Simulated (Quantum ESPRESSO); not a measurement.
# AlN (F-43m) in Quantum ESPRESSO: further runs

The runs below take AlN through phonons, with BLYP, vdW-DF-cx.

Program: Quantum ESPRESSO 7.5. These are calculated values, not measurements. Logs are shortened: lines on timing, memory, paths and dates and some standing lists are left out, and cuts for length are marked.

**1. The structure**

Symmetry: F-43m, No. 216, cubic system. The conventional cell has a = 4.368 Å, b = 4.368 Å, c = 4.368 Å, α = 90.00°, β = 90.00°, γ = 90.00°. Al (site symmetry -43m) is surrounded by 4 N at 1.89 Å. Around N (site symmetry -43m) lie 4 Al at 1.89 Å.

Measurements of this composition are mostly on another form, of space group No. 186.

**2. Phonons, BLYP**

pw.in reads:

```
&CONTROL
  calculation = 'scf'
  prefix = 'pwscf'
  outdir = './tmp'
  pseudo_dir = './pseudo'
  tprnfor = .true.
  tstress = .true.
  disk_io = 'low'
/
&SYSTEM
  ibrav = 0
  nat = 2
  ntyp = 2
  ecutwfc = 84
  nbnd = 9
  input_dft = 'blyp'
  occupations = 'smearing'
  smearing = 'fd'
  degauss = 0.00367493
/
&ELECTRONS
  conv_thr = 4d-10
  electron_maxstep = 120
  mixing_beta = 0.5
/
ATOMIC_SPECIES
Al    26.9815 Al.upf
N     14.0070 N.upf
CELL_PARAMETERS angstrom
   0.0000000000    2.1839935596    2.1839935596
   2.1839935596    0.0000000000    2.1839935596
   2.1839935596    2.1839935596    0.0000000000
ATOMIC_POSITIONS crystal
Al     0.0000000000    0.0000000000    0.0000000000
N      0.2500000000    0.2500000000    0.2500000000
K_POINTS automatic
6 6 6 1 1 1
```

relax.in reads:

```
&CONTROL
  calculation = 'vc-relax'
  prefix = 'pwscf'
  outdir = './tmp'
  pseudo_dir = './pseudo'
  tprnfor = .true.
  tstress = .true.
  disk_io = 'low'
  nstep = 40
  forc_conv_thr = 0.0001
  etot_conv_thr = 1d-06
/
&SYSTEM
  ibrav = 0
  nat = 2
  ntyp = 2
  ecutwfc = 84
  nbnd = 9
  input_dft = 'blyp'
  occupations = 'smearing'
  smearing = 'fd'
  degauss = 0.00367493
/
&ELECTRONS
  conv_thr = 4d-10
  electron_maxstep = 120
  mixing_beta = 0.5
/
&IONS
  ion_dynamics = 'bfgs'
/
&CELL
  cell_dynamics = 'bfgs'
  press = 0
  press_conv_thr = 0.2
/
ATOMIC_SPECIES
Al    26.9815 Al.upf
N     14.0070 N.upf
CELL_PARAMETERS angstrom
   0.0000000000    2.1839935596    2.1839935596
   2.1839935596    0.0000000000    2.1839935596
   2.1839935596    2.1839935596    0.0000000000
ATOMIC_POSITIONS crystal
Al     0.0000000000    0.0000000000    0.0000000000
N      0.2500000000    0.2500000000    0.2500000000
K_POINTS automatic
6 6 6 1 1 1
```

scf2.in reads:

```
&CONTROL
  calculation = 'scf'
  prefix = 'pwscf'
  outdir = './tmp'
  pseudo_dir = './pseudo'
  tprnfor = .true.
  tstress = .true.
  disk_io = 'low'
/
&SYSTEM
  ibrav = 0
  nat = 2
  ntyp = 2
  ecutwfc = 84
  nbnd = 9
  input_dft = 'blyp'
  occupations = 'fixed'
/
&ELECTRONS
  conv_thr = 1d-13
  electron_maxstep = 120
  mixing_beta = 0.5
  startingpot = 'file'
  startingwfc = 'file'
/
ATOMIC_SPECIES
Al    26.9815 Al.upf
N     14.0070 N.upf
CELL_PARAMETERS angstrom
   0.0000000000    2.2188322042    2.2188322042
   2.2188322042    0.0000000000    2.2188322042
   2.2188322042    2.2188322042    0.0000000000
ATOMIC_POSITIONS crystal
Al     0.0000000000    0.0000000000    0.0000000000
N      0.2500000000    0.2500000000    0.2500000000
K_POINTS automatic
6 6 6 1 1 1
```

ph.in reads:

```
phonons of AlN
&INPUTPH
  prefix = 'pwscf'
  outdir = './tmp'
  tr2_ph = 1d-16
  fildyn = 'dyn'
  niter_ph = 60
  alpha_mix(1) = 0.7
  epsil = .true.
/
0.0000000000 0.0000000000 0.0000000000
```

dynmat.in reads:

```
&INPUT
  fildyn = 'dyn'
  asr = 'crystal'
  lperm = .true.
  filout = 'dynmat.disp'
  fileig = 'dynmat.eig'
/
```

dynmat_lo.in reads:

```
&INPUT
  fildyn = 'dyn'
  asr = 'crystal'
  filout = 'dynmat_lo.disp'
  fileig = 'dynmat_lo.eig'
  q(1) = 0
  q(2) = 0
  q(3) = 1
/
```

Potentials or basis: PseudoDojo 0.4.1 SR PBE standard.

On the command line:

```sh
$ OMP_NUM_THREADS=1 pw.x -in pw.in > pw.out
$ OMP_NUM_THREADS=1 pw.x -in relax.in > relax.out
$ OMP_NUM_THREADS=1 pw.x -in scf2.in > scf2.out
$ OMP_NUM_THREADS=1 ph.x -in ph.in > ph.out
$ OMP_NUM_THREADS=1 dynmat.x -in dynmat.in > dynmat.out
$ OMP_NUM_THREADS=1 dynmat.x -in dynmat_lo.in > dynmat_lo.out
```

pw.out:

```text
This program is part of the open-source Quantum ESPRESSO suite
     for quantum simulation of materials; please cite
         "P. Giannozzi et al., J. Phys.:Condens. Matter 21 395502 (2009);
         "P. Giannozzi et al., J. Phys.:Condens. Matter 29 465901 (2017);
         "P. Giannozzi et al., J. Chem. Phys. 152 154105 (2020);
     in publications or presentations arising from this work. More details at

     IMPORTANT: XC functional enforced from input :
     Exchange-correlation= BLYP
                           (   1   3   1   3   0   0   0)
     Any further DFT definition will be discarded
     Please, verify this is what you really want

     Message from routine setup:
     using ibrav=0 with symmetry is DISCOURAGED, use correct ibrav instead

     G-vector sticks info
     --------------------
     sticks:   dense  smooth     PW     G-vecs:    dense   smooth      PW
     Sum         793     793    253                14553    14553    2637

     Using Slab Decomposition

     bravais-lattice index     =            0
     lattice parameter (alat)  =       5.8367  a.u.
     unit-cell volume          =     140.5985 (a.u.)^3
     number of atoms/cell      =            2
     number of atomic types    =            2
     number of electrons       =         8.00
     number of Kohn-Sham states=            9
     kinetic-energy cutoff     =      84.0000  Ry
     charge density cutoff     =     336.0000  Ry
     scf convergence threshold =      4.0E-10
     mixing beta               =       0.5000
     number of iterations used =            8  plain     mixing
     Exchange-correlation= BLYP
                           (   1   3   1   3   0   0   0)

     celldm(1)=   5.836671  celldm(2)=   0.000000  celldm(3)=   0.000000
     celldm(4)=   0.000000  celldm(5)=   0.000000  celldm(6)=   0.000000

     crystal axes: (cart. coord. in units of alat)
               a(1) = (   0.000000   0.707107   0.707107 )
               a(2) = (   0.707107   0.000000   0.707107 )
               a(3) = (   0.707107   0.707107   0.000000 )

     reciprocal axes: (cart. coord. in units 2 pi/alat)
               b(1) = ( -0.707107  0.707107  0.707107 )
               b(2) = (  0.707107 -0.707107  0.707107 )
               b(3) = (  0.707107  0.707107 -0.707107 )

     PseudoPot. # 1 for Al read from file:
     Al.upf
     Pseudo is Norm-conserving + core correction, Zval =  3.0
     Generated using ONCVPSP code by D. R. Hamann
     Using radial grid of 1876 points,  6 beta functions with:
                l(1) =   0
                l(2) =   0
                l(3) =   1
                l(4) =   1
                l(5) =   2
                l(6) =   2

     PseudoPot. # 2 for N  read from file:
     N.upf
     Pseudo is Norm-conserving + core correction, Zval =  5.0
     Generated using ONCVPSP code by D. R. Hamann
     Using radial grid of 1058 points,  4 beta functions with:
                l(1) =   0
                l(2) =   0
                l(3) =   1
                l(4) =   1

     atomic species   valence    mass     pseudopotential
     Al                3.00    26.98150     Al( 1.00)
     N                 5.00    14.00700     N ( 1.00)

     24 Sym. Ops. (no inversion) found

   Cartesian axes

     site n.     atom                  positions (alat units)
         1        Al     tau(   1) = (   0.0000000   0.0000000   0.0000000  )
         2        N      tau(   2) = (   0.3535534   0.3535534   0.3535534  )

     number of k points=    28  Fermi-Dirac smearing, width (Ry)=  0.0037
                       cart. coord. in units 2pi/alat
        k(    1) = (   0.0589256   0.0589256   0.0589256), wk =   0.0185185
        k(    2) = (   0.1767767   0.1767767  -0.0589256), wk =   0.0555556
        k(    3) = (   0.2946278   0.2946278  -0.1767767), wk =   0.0555556
        k(    4) = (  -0.2946278  -0.2946278   0.4124790), wk =   0.0555556
        k(    5) = (  -0.1767767  -0.1767767   0.2946278), wk =   0.0555556
        k(    6) = (  -0.0589256  -0.0589256   0.1767767), wk =   0.0555556
[... 20 lines left out ...]
        k(   27) = (   0.2946278   0.2946278   0.2946278), wk =   0.0185185
        k(   28) = (  -0.2946278  -0.2946278   0.8838835), wk =   0.0555556

     Dense  grid:    14553 G-vectors     FFT dimensions: (  36,  36,  36)

     Initial potential from superposition of free atoms

     starting charge       7.9975, renormalised to       8.0000
     Starting wfcs are    8 randomized atomic wfcs +    1 random wfcs

     Self-consistent Calculation

     iteration #  1     ecut=    84.00 Ry     beta= 0.50
     Davidson diagonalization with overlap
     ethr =  1.00E-02,  avg # of iterations =  6.1

     total energy              =     -25.27989207 Ry
     estimated scf accuracy    <       0.69375971 Ry

     iteration #  2     ecut=    84.00 Ry     beta= 0.50
     Davidson diagonalization with overlap
     ethr =  8.67E-03,  avg # of iterations =  1.9

     total energy              =     -25.47091574 Ry
     estimated scf accuracy    <       0.08229254 Ry

     iteration #  3     ecut=    84.00 Ry     beta= 0.50
     Davidson diagonalization with overlap
     ethr =  1.03E-03,  avg # of iterations =  1.0

     total energy              =     -25.48473185 Ry
     estimated scf accuracy    <       0.00507631 Ry

     iteration #  4     ecut=    84.00 Ry     beta= 0.50
     Davidson diagonalization with overlap
     ethr =  6.35E-05,  avg # of iterations =  2.6

     total energy              =     -25.48539513 Ry
     estimated scf accuracy    <       0.00115248 Ry

     iteration #  5     ecut=    84.00 Ry     beta= 0.50
     Davidson diagonalization with overlap
     ethr =  1.44E-05,  avg # of iterations =  2.0

     total energy              =     -25.48539075 Ry
     estimated scf accuracy    <       0.00013062 Ry

     iteration #  6     ecut=    84.00 Ry     beta= 0.50
     Davidson diagonalization with overlap
     ethr =  1.63E-06,  avg # of iterations =  3.9

     total energy              =     -25.48542854 Ry
     estimated scf accuracy    <       0.00009842 Ry

     iteration #  7     ecut=    84.00 Ry     beta= 0.50
     Davidson diagonalization with overlap
     ethr =  1.23E-06,  avg # of iterations =  1.0

     total energy              =     -25.48543903 Ry
     estimated scf accuracy    <       0.00000316 Ry

     iteration #  8     ecut=    84.00 Ry     beta= 0.50
     Davidson diagonalization with overlap
     ethr =  3.96E-08,  avg # of iterations =  2.0

     total energy              =     -25.48543956 Ry
     estimated scf accuracy    <       0.00000031 Ry

     iteration #  9     ecut=    84.00 Ry     beta= 0.50
     Davidson diagonalization with overlap
     ethr =  3.89E-09,  avg # of iterations =  2.3

     total energy              =     -25.48543964 Ry
     estimated scf accuracy    <          3.4E-09 Ry

     iteration # 10     ecut=    84.00 Ry     beta= 0.50
     Davidson diagonalization with overlap
     ethr =  4.20E-11,  avg # of iterations =  3.8

     total energy              =     -25.48543964 Ry
     estimated scf accuracy    <          1.4E-09 Ry

     iteration # 11     ecut=    84.00 Ry     beta= 0.50
     Davidson diagonalization with overlap
     ethr =  1.73E-11,  avg # of iterations =  2.0

     total energy              =     -25.48543964 Ry
     estimated scf accuracy    <          1.8E-09 Ry

     iteration # 12     ecut=    84.00 Ry     beta= 0.50
     Davidson diagonalization with overlap
     ethr =  1.73E-11,  avg # of iterations =  2.0

     End of self-consistent calculation

          k = 0.0589 0.0589 0.0589 (  1841 PWs)   bands (ev):

    -7.3681   6.8675   7.3910   7.3910  12.3974  19.9150  20.2885  20.2885
    24.3122

          k = 0.1768 0.1768-0.0589 (  1840 PWs)   bands (ev):

    -6.8611   5.1014   6.8664   7.3569  13.8541  19.0077  19.9000  20.4079
    22.4037

          k = 0.2946 0.2946-0.1768 (  1840 PWs)   bands (ev):

    -5.8768   2.7080   6.5739   7.0804  15.1100  17.4256  19.3141  19.4407
    24.6693

          k =-0.2946-0.2946 0.4125 (  1833 PWs)   bands (ev):

    -5.4313   1.8586   6.6348   6.8495  15.3619  16.7935  19.1083  19.3704
    25.7577

          k =-0.1768-0.1768 0.2946 (  1848 PWs)   bands (ev):

    -6.2131   3.4315   6.8697   6.9509  14.6993  17.9075  19.3608  19.9406
    23.4443

          k =-0.0589-0.0589 0.1768 (  1837 PWs)   bands (ev):

    -7.1074   5.9655   7.1331   7.2214  13.2615  19.2715  20.3485  20.5589
    21.9812

          k = 0.2946 0.0589 0.0589 (  1833 PWs)   bands (ev):

    -6.6184   4.9161   6.7205   6.7474  13.9997  18.4058  19.2711  21.0795
    21.5928

          k = 0.4125 0.1768-0.0589 (  1833 PWs)   bands (ev):

    -5.8157   3.5076   5.8298   6.5083  14.1847  17.9435  18.6753  21.0764
    22.7352

          k =-0.1768-0.4125 0.5303 (  1825 PWs)   bands (ev):

    -5.1549   2.4596   5.2367   6.3403  14.6012  17.1205  19.7789  20.4167
    24.3829

          k =-0.0589-0.2946 0.4125 (  1830 PWs)   bands (ev):

    -5.5376   3.0386   5.2314   6.7149  15.1842  17.1047  19.1803  20.3481
    23.7263

          k = 0.0589-0.1768 0.2946 (  1836 PWs)   bands (ev):

    -6.4038   4.2035   6.3808   7.0849  14.5570  18.2446  19.0640  20.5272
    22.2889

          k = 0.5303 0.0589 0.0589 (  1811 PWs)   bands (ev):

    -5.3268   3.2013   5.6935   5.9441  12.2561  16.9737  20.3070  22.5298
    22.8411

          k =-0.0589-0.5303 0.6482 (  1818 PWs)   bands (ev):

    -4.8668   2.9959   4.7745   5.6060  12.4715  17.4398  20.6767  21.7537
    23.5601

          k = 0.0589-0.4125 0.5303 (  1824 PWs)   bands (ev):

    -4.9740   3.0442   4.2032   6.1215  14.0196  17.7819  19.9393  20.8445
    24.1147

          k = 0.1768-0.2946 0.4125 (  1824 PWs)   bands (ev):

    -5.4855   2.3401   6.0630   6.7577  15.4026  16.6012  19.5598  19.6929
    24.6955

          k =-0.6482 0.0589 0.0589 (  1806 PWs)   bands (ev):

    -4.8926   2.7584   5.4039   5.7565  11.5203  16.6148  21.2670  23.0472
    23.1461

          k =-0.5303 0.1768-0.0589 (  1829 PWs)   bands (ev):

    -5.2381   3.1099   5.2589   5.9206  13.1278  17.6821  19.5265  21.6977
    23.2387

          k =-0.4125 0.0589 0.0589 (  1826 PWs)   bands (ev):

    -5.9771   3.9582   6.1845   6.2880  13.4271  17.6515  19.1810  21.7853
    22.2225

          k = 0.1768 0.1768 0.1768 (  1847 PWs)   bands (ev):

    -6.6322   4.2626   7.1747   7.1747  14.1462  18.6348  19.9713  19.9713
    23.9271

          k = 0.2946 0.2946 0.0589 (  1839 PWs)   bands (ev):

    -6.0149   3.4820   5.8218   7.1312  15.3477  17.3940  19.1742  19.9675
    23.0632

          k =-0.2946-0.2946 0.6482 (  1820 PWs)   bands (ev):

    -5.2259   2.8496   4.6265   6.6476  14.8313  17.2163  19.7250  20.3662
    25.0225

          k =-0.1768-0.1768 0.5303 (  1821 PWs)   bands (ev):

    -5.1971   2.7698   5.1587   6.2565  13.6488  17.6484  19.7338  21.0635
    23.3186

          k = 0.4125 0.1768 0.1768 (  1836 PWs)   bands (ev):

    -5.6891   2.8885   6.1936   6.5338  14.6011  17.3482  19.2910  20.3564
    23.3749

          k =-0.1768-0.4125 0.7660 (  1826 PWs)   bands (ev):

    -5.1008   3.0066   4.7142   5.9521  14.2136  17.8768  19.1657  20.9409
    24.1290

          k =-0.0589-0.2946 0.6482 (  1824 PWs)   bands (ev):

    -4.8406   3.3697   4.2263   5.2874  13.6571  18.4448  19.6323  20.6095
    24.4098

          k =-0.7660 0.1768 0.1768 (  1826 PWs)   bands (ev):

    -4.8966   3.0991   4.1519   6.1018  13.0142  17.7686  20.4975  21.7004
    22.9693

          k = 0.2946 0.2946 0.2946 (  1838 PWs)   bands (ev):

    -5.6528   2.0652   6.9808   6.9808  14.9837  17.7262  18.9613  18.9613
    25.5111

          k =-0.2946-0.2946 0.8839 (  1820 PWs)   bands (ev):

    -5.2857   2.1722   5.6940   6.7241  15.3762  16.4864  19.6879  19.8096
    25.5758

     the Fermi energy is     9.1948 ev

!    total energy              =     -25.48543964 Ry
     estimated scf accuracy    <          1.3E-10 Ry
     smearing contrib. (-TS)   =       0.00000000 Ry
     internal energy E=F+TS    =     -25.48543964 Ry

     The total energy is F=E-TS. E is the sum of the following terms:
     one-electron contribution =      -1.01724709 Ry
     hartree contribution      =       5.76462710 Ry
     xc contribution           =      -8.43286045 Ry
     ewald contribution        =     -21.79995921 Ry

     convergence has been achieved in  12 iterations

     Forces acting on atoms (cartesian axes, Ry/au):

     atom    1 type  1   force =    -0.00000000    0.00000000    0.00000000
     atom    2 type  2   force =     0.00000000    0.00000000    0.00000000

     Total force =     0.000000     Total SCF correction =     0.000000

     Computing stress (Cartesian axis) and pressure

          total   stress  (Ry/bohr**3)                   (kbar)     P=       94.50
   0.00064241   0.00000000  -0.00000000           94.50        0.00       -0.00
   0.00000000   0.00064241   0.00000000            0.00       94.50        0.00
   0.00000000   0.00000000   0.00064241            0.00        0.00       94.50

=------------------------------------------------------------------------------=
   JOB DONE.
=------------------------------------------------------------------------------=
```

It took 43 s on 1 thread of AMD EPYC 9R45 (Zen 5), shared host; peak memory 0.06 GiB.

What came out:

* Free energy: -346.7759 eV
* Relaxed volume: 10.92 Å³/atom
* Relaxed cell: a = 3.138 Å, b = 3.138 Å, c = 3.138 Å, α = 60.00°, β = 60.00°, γ = 60.00°
* Space group after relaxing (to 0.05 Å): F-43m (No. 216)
* Pressure after relaxing: 0.0 GPa
* Electronic dielectric tensor (diagonal): 4.41
* Born charges (mean of the diagonal): Al +2.54; N -2.54 e
* Highest phonon frequency at Γ, LO-TO splitting left out: 624 cm⁻¹
* Static dielectric tensor (diagonal): 8.49

The path:
```
step  energy change (eV)  largest force (eV/Å)  pressure (GPa)  volume (Å³)
   1              0.0000                0.0000            9.45        20.83
   2             -0.0287                0.0000           -0.06        21.85
   3             -0.0287                0.0000            0.00        21.85
```

Final structure:
```yaml
crystal:
  lattice:
    - [0.00000, 2.21883, 2.21883]
    - [2.21883, 0.00000, 2.21883]
    - [2.21883, 2.21883, 0.00000]
  atoms:
    - { symbol: Al, position: [0.00000, 0.00000, 0.00000] }
    - { symbol: N, position: [0.25000, 0.25000, 0.25000] }
```

Levels at points of the mesh, in eV from the valence-band top:
| k point | band 2 | band 3 | band 4 | band 5 | band 6 | band 7 |
| --- | --- | --- | --- | --- | --- | --- |
| (0.08, 0.08, 0.08) | -0.52 | 0.00 | 0.00 | 4.59 | 12.06 | 12.42 |

Phonon frequencies in cm⁻¹ (negative: imaginary):
```tsv
q point	frequencies
(0.000, 0.000, 0.000)	50 50 50 624 624 624
```

Electronic dielectric tensor:
```
4.41 0.00 0.00
0.00 4.41 0.00
0.00 0.00 4.41
```

Born effective charge tensors (e):
atom 1, Al
```
2.54 0.00 0.00
0.00 2.54 0.00
0.00 0.00 2.54
```
atom 2, N
```
-2.54  0.00  0.00
 0.00 -2.54  0.00
 0.00  0.00 -2.54
```

Optical modes at Γ, degenerate ones joined, polar ones without the macroscopic field:
```csv
cm⁻¹,components,symmetry,active in,"IR intensity, summed ((D/Å)²/amu)"
622,3,T2,IR and Raman,48.54
```

Zone-centre frequencies without and with the macroscopic field along z (cm⁻¹):
```tsv
	optical modes in rising order
without	622 622 622
with the field	622 622 864
```

Static dielectric tensor, electrons and zone-centre modes:
```
8.49 0.00 0.00
0.00 8.49 0.00
0.00 0.00 8.49
```

Caveat: the potentials were made for another functional, which shifts forces and pressure; before the sum rule the acoustic modes lie tens of cm⁻¹ from zero, a sign that the density grid also shifts the optical modes.

[end of part 1 of 2]
